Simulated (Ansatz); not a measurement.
**NbP: strain energy, fitted**

NbP, I4_1md, a = 3.320 Å, c = 11.290 Å. The structure is a Materials Project entry; whether it is the stable form wasn't checked. Ansatz: PBEsol, PAW, 420 eV, Γ-centred 10×10×4 mesh on 8 atoms, Gaussian smearing 0.10 eV; no spin polarisation. Series: biaxial strain in the a-b plane, c and atoms relaxed; x is the strain in per cent. y is the free energy over the unstrained cell, V0 = 15.558 Å³/atom.

| x (%) | y (meV/atom) |
| --- | --- |
| -3.0 | ? |
| -2.0 | 14.82 |
| -1.0 | 3.50 |
| 0.0 | 0.00 |
| 1.0 | 3.73 |
| 2.0 | 14.59 |
| 3.0 | 32.51 |

Problem. Fit y = c2 x² + c3 x³ to the other rows, turn c2 into a modulus, and predict the missing energy.

Solution. Least squares on the rows shown. y = 3.6665 x² − 0.017223 x³. In eV per unit strain² c2 is 36.66; M is the biaxial modulus (E = M V0 ε²): 36.66 × 160.2 / (15.558) = 378 GPa. At x = -3.0 the fit asked for gives 33.46 meV/atom. The run gave 34.16 meV/atom, so the fit is 0.70 meV/atom too low, 2 % of the span of the series, against an rms of 0.09 meV/atom on the fitted rows. The row lies outside the fitted range. With a term in x⁴ added, a fit to the same known rows predicts 33.28 meV/atom, further off still.

1 further run of this set didn't finish or converge.